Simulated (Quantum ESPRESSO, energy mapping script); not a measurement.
# MnS (Browneite): J from the energies of magnetic orders, part 2 of 2

Aim: the exchange couplings of MnS (Browneite) from the energies of a few collinear orders, and the ordering temperature that they give.

PBE with U = 4 eV on Mn d, ortho-atomic projectors; plane waves, U on orthogonalised atomic orbitals unless named otherwise, collinear spin, no spin–orbit coupling.

So far. Step 3 (Compensated +− start in cell A (4 atoms)): The run ends antiferromagnetic, 104.08 meV a magnetic atom below the parallel order of its cell. Step 4 (Parallel start in cell B (4 atoms)): The run ends ferromagnetic. For each magnetic atom its energy differs from the parallel run of the first cell by -0.99 meV, an error that one common reference would have brought in.

### Step 5. Run 4 (compensated +−; cell B, 4 atoms)

Level of this step: PBE with U = 4 eV on Mn d, ortho-atomic projectors, GBRV potentials (Quantum ESPRESSO).

This order reverses 6 of the 12 neighbours at 3.96 Å, 6 of the 6 neighbours at 5.60 Å and 12 of the 24 neighbours at 6.86 Å, counted for an average magnetic atom.

File pw.in:

```
&control
  calculation = 'scf'
  prefix = 'pw'
  outdir = './tmp/'
  pseudo_dir = './pseudo/'
  verbosity = 'low'
/
&system
  ibrav = 0
  nat = 4
  ntyp = 3
  ecutwfc = 45
  ecutrho = 360
  nbnd = 33
  occupations = 'smearing'
  smearing = 'fd'
  degauss = 0.00367493
  nspin = 2
  starting_magnetization(1) = 0.3000
  starting_magnetization(2) = -0.3000
/
&electrons
  conv_thr = 1.0e-08
  electron_maxstep = 120
  mixing_beta = 0.3
  mixing_mode = 'plain'
/
ATOMIC_SPECIES
  Mn1 54.9380 Mn.upf
  Mn2 54.9380 Mn.upf
  S 32.0600 S.upf
CELL_PARAMETERS angstrom
  0.00000000 -2.80000000 -2.80000000
  -2.80000000 0.00000000 -2.80000000
  2.80000000 2.80000000 -5.60000000
ATOMIC_POSITIONS crystal
  Mn1 0.50000000 0.50000000 0.50000000
  Mn2 0.00000000 0.00000000 0.00000000
  S 0.12500000 0.12500000 0.62500000
  S 0.62500000 0.62500000 0.12500000
K_POINTS automatic
  6 6 6 0 0 0
HUBBARD {ortho-atomic}
U Mn1-3d 4
U Mn2-3d 4
```

The run is started by

```bash
> OMP_NUM_THREADS=1 mpirun -n 4 pw.x -nk 4 -in pw.in > pw.out
```

What it wrote:

```text
[banner, memory and clock lines left out]
Program PWSCF v.7.5 starts
[...]
unit-cell volume          =     592.5578 (a.u.)^3
     number of atoms/cell      =            4
[...]
number of electrons       =        42.00
     number of Kohn-Sham states=           33
     kinetic-energy cutoff     =      45.0000  Ry
     charge density cutoff     =     360.0000  Ry
[...]
The total energy is F=E-TS. E is the sum of the following terms:
     one-electron contribution =    -315.56572863 Ry
     hartree contribution      =     168.66530848 Ry
     xc contribution           =     -70.42469086 Ry
     ewald contribution        =    -253.43760863 Ry
     Hubbard energy            =       0.09566040 Ry
     total magnetization       =    -0.00 Bohr mag/cell
     absolute magnetization    =     9.72 Bohr mag/cell
     convergence has been achieved in  12 iterations
[key lines of the parts left out:]
!    total energy              =    -470.66705924 Ry
the Fermi energy is     7.6586 ev
```

Run time: 41 s. Hardware: 4 MPI ranks of Arm Neoverse V1, shared host; peak memory 0.7 GiB; 2.7 min of CPU time.

The run ends antiferromagnetic, 80.04 meV a magnetic atom below the parallel order of its cell.

### Step 6. Parallel start in cell C (6 atoms)

The parallel order again, as the reference for this cell.

File pw.in:

```
&control
  calculation = 'scf'
  prefix = 'pw'
  outdir = './tmp/'
  pseudo_dir = './pseudo/'
  verbosity = 'low'
/
&system
  ibrav = 0
  nat = 6
  ntyp = 2
  ecutwfc = 45
  ecutrho = 360
  nbnd = 54
  occupations = 'smearing'
  smearing = 'fd'
  degauss = 0.00367493
  nspin = 2
  starting_magnetization(1) = 0.3000
/
&electrons
  conv_thr = 1.5e-08
  electron_maxstep = 120
  mixing_beta = 0.3
  mixing_mode = 'plain'
/
ATOMIC_SPECIES
  Mn 54.9380 Mn.upf
  S 32.0600 S.upf
CELL_PARAMETERS angstrom
  0.00000000 -2.80000000 -2.80000000
  -5.60000000 0.00000000 0.00000000
  2.80000000 5.60000000 -2.80000000
ATOMIC_POSITIONS crystal
  Mn 0.66666667 0.66666667 0.33333333
  Mn 0.33333333 0.33333333 0.66666667
  Mn 0.00000000 0.00000000 0.00000000
  S 0.16666667 0.41666667 0.33333333
  S 0.83333333 0.08333333 0.66666667
  S 0.50000000 0.75000000 0.00000000
K_POINTS automatic
  6 6 6 0 0 0
HUBBARD {ortho-atomic}
U Mn-3d 4
```

What it wrote:

```text
[banner, memory and clock lines left out]
Program PWSCF v.7.5 starts
[...]
unit-cell volume          =     888.8366 (a.u.)^3
     number of atoms/cell      =            6
[...]
number of electrons       =        63.00
     number of Kohn-Sham states=           54
     kinetic-energy cutoff     =      45.0000  Ry
     charge density cutoff     =     360.0000  Ry
[...]
The total energy is F=E-TS. E is the sum of the following terms:
     one-electron contribution =    -473.24369965 Ry
     hartree contribution      =     252.96778126 Ry
     xc contribution           =    -105.67696129 Ry
     ewald contribution        =    -380.15641294 Ry
     Hubbard energy            =       0.12626070 Ry
     total magnetization       =    15.00 Bohr mag/cell
     absolute magnetization    =    15.00 Bohr mag/cell
     convergence has been achieved in  11 iterations
[key lines of the parts left out:]
!    total energy              =    -705.98303192 Ry
the Fermi energy is     7.7956 ev
```

Run time: 2.3 min. Hardware: 4 MPI ranks; peak memory 1.2 GiB.

The run ends ferromagnetic. For each magnetic atom its energy differs from the parallel run of the first cell by -1.40 meV, an error that one common reference would have brought in.

### Step 7. Run 6 (uncompensated ++−; cell C, 6 atoms)

This order reverses 6.67 of the 12 neighbours at 3.96 Å, 2.67 of the 6 neighbours at 5.60 Å and 8 of the 24 neighbours at 6.86 Å, counted for an average magnetic atom.

pw.in, as its differences from that of step 6:

```diff
@@ -10,6 +10,6 @@
   nat = 6
-  ntyp = 2
+  ntyp = 3
   ecutwfc = 45
   ecutrho = 360
-  nbnd = 54
+  nbnd = 49
   occupations = 'smearing'
@@ -19,2 +19,3 @@
   starting_magnetization(1) = 0.3000
+  starting_magnetization(2) = -0.3000
 /
@@ -27,3 +28,4 @@
 ATOMIC_SPECIES
-  Mn 54.9380 Mn.upf
+  Mn1 54.9380 Mn.upf
+  Mn2 54.9380 Mn.upf
   S 32.0600 S.upf
@@ -34,5 +36,5 @@
 ATOMIC_POSITIONS crystal
-  Mn 0.66666667 0.66666667 0.33333333
-  Mn 0.33333333 0.33333333 0.66666667
-  Mn 0.00000000 0.00000000 0.00000000
+  Mn1 0.66666667 0.66666667 0.33333333
+  Mn1 0.33333333 0.33333333 0.66666667
+  Mn2 0.00000000 0.00000000 0.00000000
   S 0.16666667 0.41666667 0.33333333
@@ -43,2 +45,3 @@
 HUBBARD {ortho-atomic}
-U Mn-3d 4
+U Mn1-3d 4
+U Mn2-3d 4
```

What it wrote:

```text
[banner, memory and clock lines left out]
Program PWSCF v.7.5 starts
[...]
unit-cell volume          =     888.8366 (a.u.)^3
     number of atoms/cell      =            6
[...]
number of electrons       =        63.00
     number of Kohn-Sham states=           49
     kinetic-energy cutoff     =      45.0000  Ry
     charge density cutoff     =     360.0000  Ry
[...]
The total energy is F=E-TS. E is the sum of the following terms:
     one-electron contribution =    -473.36624638 Ry
     hartree contribution      =     253.00706512 Ry
     xc contribution           =    -105.63249886 Ry
     ewald contribution        =    -380.15641294 Ry
     Hubbard energy            =       0.14551952 Ry
     total magnetization       =     5.00 Bohr mag/cell
     absolute magnetization    =    14.54 Bohr mag/cell
     convergence has been achieved in  12 iterations
[key lines of the parts left out:]
!    total energy              =    -706.00257354 Ry
the Fermi energy is     7.7680 ev
```

Wall time 2.4 min (4 MPI ranks); peak memory 1.2 GiB.

The run ends ferrimagnetic, 88.63 meV a magnetic atom below the parallel order of its cell.

### Step 8. Parallel start in cell D (6 atoms)

A new cell needs its own zero of energy.

This run holds the same structure in another cell (b 5.600 → 3.960 Å, c 6.859 → 9.699 Å, α 114.1 → 90.0°, β 106.8 → 90.0°, γ 90.0 → 120.0°).

File pw.in:

```
&control
  calculation = 'scf'
  prefix = 'pw'
  outdir = './tmp/'
  pseudo_dir = './pseudo/'
  verbosity = 'low'
/
&system
  ibrav = 0
  nat = 6
  ntyp = 2
  ecutwfc = 45
  ecutrho = 360
  nbnd = 54
  occupations = 'smearing'
  smearing = 'fd'
  degauss = 0.00367493
  nspin = 2
  starting_magnetization(1) = 0.3000
/
&electrons
  conv_thr = 1.5e-08
  electron_maxstep = 120
  mixing_beta = 0.3
  mixing_mode = 'plain'
/
ATOMIC_SPECIES
  Mn 54.9380 Mn.upf
  S 32.0600 S.upf
CELL_PARAMETERS angstrom
  0.00000000 2.80000000 2.80000000
  -2.80000000 0.00000000 -2.80000000
  -5.60000000 -5.60000000 5.60000000
ATOMIC_POSITIONS crystal
  Mn 0.00000000 0.00000000 0.00000000
  Mn 0.33333333 0.66666667 0.66666667
  Mn 0.66666667 0.33333333 0.33333333
  S 0.33333333 0.66666667 0.91666667
  S 0.66666667 0.33333333 0.58333333
  S 0.00000000 0.00000000 0.25000000
K_POINTS automatic
  6 6 3 0 0 0
HUBBARD {ortho-atomic}
U Mn-3d 4
```

What it wrote:

```text
[banner, memory and clock lines left out]
Program PWSCF v.7.5 starts
[...]
unit-cell volume          =     888.8366 (a.u.)^3
     number of atoms/cell      =            6
[...]
number of electrons       =        63.00
     number of Kohn-Sham states=           54
     kinetic-energy cutoff     =      45.0000  Ry
     charge density cutoff     =     360.0000  Ry
[...]
The total energy is F=E-TS. E is the sum of the following terms:
     one-electron contribution =    -473.24467856 Ry
     hartree contribution      =     252.96921806 Ry
     xc contribution           =    -105.67731222 Ry
     ewald contribution        =    -380.15641294 Ry
     Hubbard energy            =       0.12625125 Ry
     total magnetization       =    15.00 Bohr mag/cell
     absolute magnetization    =    15.00 Bohr mag/cell
     convergence has been achieved in  11 iterations
[key lines of the parts left out:]
!    total energy              =    -705.98293442 Ry
the Fermi energy is     7.7989 ev
```

Elapsed: 57 s, on 4 MPI ranks; peak memory 0.9 GiB; 3.8 min of CPU time.

The run ends ferromagnetic. For each magnetic atom its energy differs from the parallel run of the first cell by -0.96 meV, an error that one common reference would have brought in.

### Step 9. Run 8 (uncompensated ++−; cell D, 6 atoms)

This order reverses 4 of the 12 neighbours at 3.96 Å, 4 of the 6 neighbours at 5.60 Å and 12 of the 24 neighbours at 6.86 Å, counted for an average magnetic atom.

pw.in, as its differences from that of step 8:

```diff
@@ -10,6 +10,6 @@
   nat = 6
-  ntyp = 2
+  ntyp = 3
   ecutwfc = 45
   ecutrho = 360
-  nbnd = 54
+  nbnd = 49
   occupations = 'smearing'
@@ -19,2 +19,3 @@
   starting_magnetization(1) = 0.3000
+  starting_magnetization(2) = -0.3000
 /
@@ -27,3 +28,4 @@
 ATOMIC_SPECIES
-  Mn 54.9380 Mn.upf
+  Mn1 54.9380 Mn.upf
+  Mn2 54.9380 Mn.upf
   S 32.0600 S.upf
@@ -34,5 +36,5 @@
 ATOMIC_POSITIONS crystal
-  Mn 0.00000000 0.00000000 0.00000000
-  Mn 0.33333333 0.66666667 0.66666667
-  Mn 0.66666667 0.33333333 0.33333333
+  Mn1 0.00000000 0.00000000 0.00000000
+  Mn1 0.33333333 0.66666667 0.66666667
+  Mn2 0.66666667 0.33333333 0.33333333
   S 0.33333333 0.66666667 0.91666667
@@ -43,2 +45,3 @@
 HUBBARD {ortho-atomic}
-U Mn-3d 4
+U Mn1-3d 4
+U Mn2-3d 4
```

What it wrote:

```text
[banner, memory and clock lines left out]
Program PWSCF v.7.5 starts
[...]
unit-cell volume          =     888.8366 (a.u.)^3
     number of atoms/cell      =            6
[...]
number of electrons       =        63.00
     number of Kohn-Sham states=           49
     kinetic-energy cutoff     =      45.0000  Ry
     charge density cutoff     =     360.0000  Ry
[...]
The total energy is F=E-TS. E is the sum of the following terms:
     one-electron contribution =    -473.31708875 Ry
     hartree contribution      =     252.98986307 Ry
     xc contribution           =    -105.64946783 Ry
     ewald contribution        =    -380.15641294 Ry
     Hubbard energy            =       0.13815657 Ry
     total magnetization       =     5.00 Bohr mag/cell
     absolute magnetization    =    14.70 Bohr mag/cell
     convergence has been achieved in  11 iterations
[key lines of the parts left out:]
!    total energy              =    -705.99494987 Ry
the Fermi energy is     7.7770 ev
```

It took 53 s on 4 MPI ranks; peak memory 0.95 GiB.

The run ends ferrimagnetic, 54.49 meV a magnetic atom below the parallel order of its cell.

### Step 10. Order 9: parallel, cell E of 6 atoms

The parallel order again, as the reference for this cell.

This run holds the same structure in another cell (c 9.699 → 8.854 Å, α 90.0 → 102.9°, β 90.0 → 102.9°, γ 120.0 → 90.0°).

File pw.in:

```
&control
  calculation = 'scf'
  prefix = 'pw'
  outdir = './tmp/'
  pseudo_dir = './pseudo/'
  verbosity = 'low'
/
&system
  ibrav = 0
  nat = 6
  ntyp = 2
  ecutwfc = 45
  ecutrho = 360
  nbnd = 54
  occupations = 'smearing'
  smearing = 'fd'
  degauss = 0.00367493
  nspin = 2
  starting_magnetization(1) = 0.3000
/
&electrons
  conv_thr = 1.5e-08
  electron_maxstep = 120
  mixing_beta = 0.3
  mixing_mode = 'plain'
/
ATOMIC_SPECIES
  Mn 54.9380 Mn.upf
  S 32.0600 S.upf
CELL_PARAMETERS angstrom
  0.00000000 2.80000000 2.80000000
  0.00000000 2.80000000 -2.80000000
  -8.40000000 -2.80000000 0.00000000
ATOMIC_POSITIONS crystal
  Mn 0.00000000 0.00000000 0.00000000
  Mn 0.33333333 0.33333333 0.66666667
  Mn 0.66666667 0.66666667 0.33333333
  S 0.41666667 0.91666667 0.83333333
  S 0.75000000 0.25000000 0.50000000
  S 0.08333333 0.58333333 0.16666667
K_POINTS automatic
  6 6 6 0 0 0
HUBBARD {ortho-atomic}
U Mn-3d 4
```

What it wrote:

```text
[banner, memory and clock lines left out]
Program PWSCF v.7.5 starts
[...]
unit-cell volume          =     888.8366 (a.u.)^3
     number of atoms/cell      =            6
[...]
number of electrons       =        63.00
     number of Kohn-Sham states=           54
     kinetic-energy cutoff     =      45.0000  Ry
     charge density cutoff     =     360.0000  Ry
[...]
The total energy is F=E-TS. E is the sum of the following terms:
     one-electron contribution =    -473.24393114 Ry
     hartree contribution      =     252.96819293 Ry
     xc contribution           =    -105.67709588 Ry
     ewald contribution        =    -380.15641294 Ry
     Hubbard energy            =       0.12625693 Ry
     total magnetization       =    15.00 Bohr mag/cell
     absolute magnetization    =    15.00 Bohr mag/cell
     convergence has been achieved in  11 iterations
[key lines of the parts left out:]
!    total energy              =    -705.98299012 Ry
the Fermi energy is     7.7936 ev
```

Elapsed: 85 s, on 4 MPI ranks; peak memory 1 GiB.

The run ends ferromagnetic. For each magnetic atom its energy differs from the parallel run of the first cell by -1.21 meV, an error that one common reference would have brought in.

### Step 11. Uncompensated ++− start in cell E (6 atoms)

This order reverses 5.33 of the 12 neighbours at 3.96 Å, 1.33 of the 6 neighbours at 5.60 Å and 16 of the 24 neighbours at 6.86 Å, counted for an average magnetic atom.

pw.in, as its differences from that of step 10:

```diff
@@ -10,6 +10,6 @@
   nat = 6
-  ntyp = 2
+  ntyp = 3
   ecutwfc = 45
   ecutrho = 360
-  nbnd = 54
+  nbnd = 49
   occupations = 'smearing'
@@ -19,2 +19,3 @@
   starting_magnetization(1) = 0.3000
+  starting_magnetization(2) = -0.3000
 /
@@ -27,3 +28,4 @@
 ATOMIC_SPECIES
-  Mn 54.9380 Mn.upf
+  Mn1 54.9380 Mn.upf
+  Mn2 54.9380 Mn.upf
   S 32.0600 S.upf
@@ -34,5 +36,5 @@
 ATOMIC_POSITIONS crystal
-  Mn 0.00000000 0.00000000 0.00000000
-  Mn 0.33333333 0.33333333 0.66666667
-  Mn 0.66666667 0.66666667 0.33333333
+  Mn1 0.00000000 0.00000000 0.00000000
+  Mn1 0.33333333 0.33333333 0.66666667
+  Mn2 0.66666667 0.66666667 0.33333333
   S 0.41666667 0.91666667 0.83333333
@@ -43,2 +45,3 @@
 HUBBARD {ortho-atomic}
-U Mn-3d 4
+U Mn1-3d 4
+U Mn2-3d 4
```

What it wrote:

```text
[banner, memory and clock lines left out]
Program PWSCF v.7.5 starts
[...]
unit-cell volume          =     888.8366 (a.u.)^3
     number of atoms/cell      =            6
[...]
number of electrons       =        63.00
     number of Kohn-Sham states=           49
     kinetic-energy cutoff     =      45.0000  Ry
     charge density cutoff     =     360.0000  Ry
[...]
The total energy is F=E-TS. E is the sum of the following terms:
     one-electron contribution =    -473.34145082 Ry
     hartree contribution      =     252.99850157 Ry
     xc contribution           =    -105.64113063 Ry
     ewald contribution        =    -380.15641294 Ry
     Hubbard energy            =       0.14180281 Ry
     total magnetization       =     5.00 Bohr mag/cell
     absolute magnetization    =    14.63 Bohr mag/cell
     convergence has been achieved in  11 iterations
[key lines of the parts left out:]
!    total energy              =    -705.99869001 Ry
the Fermi energy is     7.5441 ev
```

The job ended after 95 s (4 MPI ranks; peak memory 1 GiB; 6.3 min of CPU time).

The run ends ferrimagnetic, 71.20 meV a magnetic atom below the parallel order of its cell.

### Step 12. From energies to couplings

Each energy difference is a sum of couplings weighted by the pairs that the order reverses. A few near shells are fitted to the differences by least squares. Energies are those extrapolated to zero occupation width, not the free energies F.

The orders that converged (zero: parallel moments in the same cell):

```csv
order,atoms,energy (meV a magnetic atom),moments (μB),moments kept as typed,"opposed neighbours at 3.96, 5.60, 6.86 Å"
parallel in cell A,4,0.00,4.36,yes,"0, 0, 0"
compensated +− in cell A,4,-104.08,4.29,yes,"8, 0, 16"
parallel in cell B,4,0.00,4.36,yes,"0, 0, 0"
compensated +− in cell B,4,-80.04,4.31,yes,"6, 6, 12"
parallel in cell C,6,0.00,4.36,yes,"0, 0, 0"
uncompensated ++− in cell C,6,-88.63,4.27 to 4.32,yes,"6.67, 2.67, 8"
parallel in cell D,6,0.00,4.36,yes,"0, 0, 0"
uncompensated ++− in cell D,6,-54.49,4.31 to 4.34,yes,"4, 4, 12"
parallel in cell E,6,0.00,4.36,yes,"0, 0, 0"
uncompensated ++− in cell E,6,-71.20,4.29 to 4.33,yes,"5.33, 1.33, 16"
```

Couplings from the energies, with E = −Σ J e·e over ordered pairs:

```csv
pair,distance (Å),neighbours,J (meV)
Mn–Mn,3.96,12,-6.47
Mn–Mn,5.60,6,-0.183
Mn–Mn,6.86,24,-0.0373
```

Adding the shell at 7.92 Å gives -6.4, -0.17, -0.032 and -0.10 meV and a mean-field temperature of 198 K.

In mean field these couplings order at 195 K, and give a Curie–Weiss temperature of -616 K.

### Step 13. Ordering temperature by Monte Carlo

Mean field ignores fluctuations and overstates the ordering temperature, so the model is also sampled. The heat capacity peaks where order sets in.

Classical unit spins with these couplings on 8×8×4 copies of a cell that holds the lowest order (512 spins), heat-bath sweeps, cooled from random directions, 1009 sweeps to settle and 3027 measured at each temperature, averaged over 4 runs.

```csv
T (K),order along the lowest pattern,net moment,heat capacity (k_B a spin)
23.4,0.19,0.01,1.03
40.0,0.26,0.01,1.08
65.0,0.19,0.01,1.71
81.6,0.11,0.01,1.08
98.2,0.09,0.01,0.86
123,0.08,0.02,0.65
140,0.07,0.02,0.57
156,0.07,0.02,0.50
173,0.07,0.02,0.43
198,0.06,0.02,0.36
215,0.06,0.02,0.32
```

The smoothed heat capacity peaks at 62.8 K. The order column follows one pattern alone; equivalent domains or another pattern share the rest.

### Step 14. Outcome

| Quantity | Value |
| --- | --- |
| lowest order tried | compensated +− in cell A |
| largest fitted value, Mn–Mn at 3.96 Å | -6.47 meV |
| ordering temperature, mean field | 195 K |
| heat-capacity peak, Monte Carlo | 62.8 K |

What this shows: Of the orders tried, MnS (Browneite) prefers the order “compensated +− in cell A” under PBE+U (4 eV), QE, GBRV, with 8 of 12 neighbours at 3.96 Å, 0 of 6 neighbours at 5.60 Å and 16 of 24 neighbours at 6.86 Å opposed, and the heat capacity of the fitted model peaks near 63 K (Monte Carlo, classical spins). The model's best pattern is not among the orders that were run. The largest fitted coupling is the Mn–Mn pair at 3.96 Å, antiferromagnetic at -6.5 meV, across a ligand at about 109°. The orders also reverse pairs at 7.92 Å, which are not fitted, so the fitted values hold their part too. With 5 differences for 3 couplings the fit misses by 0.78 meV at most, a small part of the spread. In the fitted orders moments change by up to 2.2 % against the parallel run of the same cell, so their size stays put. Monte Carlo puts the peak at 0.32 of the mean-field temperature, low enough to point to frustration or weakly coupled layers or chains. In tests on simple cubic and body-centred models such peaks lay 5 to 6 % under the bulk value. On cooling, the order along the one computed pattern stays at or under 0.26: the model settles in an equivalent domain, a degenerate mixture or another order. The Curie–Weiss temperature is 9.8 times the peak temperature in size, a mark of frustration. The parallel order holds 5 μB a magnetic atom, spin 2.5; the common factor (S+1)/S would raise the classical 62.8 K to 87.9 K, a correction that often overshoots.

[Logs and program files are shortened in this print: banners, set-up blocks, solver, clock and traceback lines can be left out without a mark of their own.]

[Logs are printed without paths, hosts, clocks, repeated set-up lines and the standing remarks that a program may print on its own settings, such as how far it seeks lower states.]

[Hosts, paths, dates, database ids (printed as entryN), source tags and the programs' standing remarks are cut or masked in the printed files.]

[Where a cell is said to come from a database of computed structures, the database is the Materials Project.]
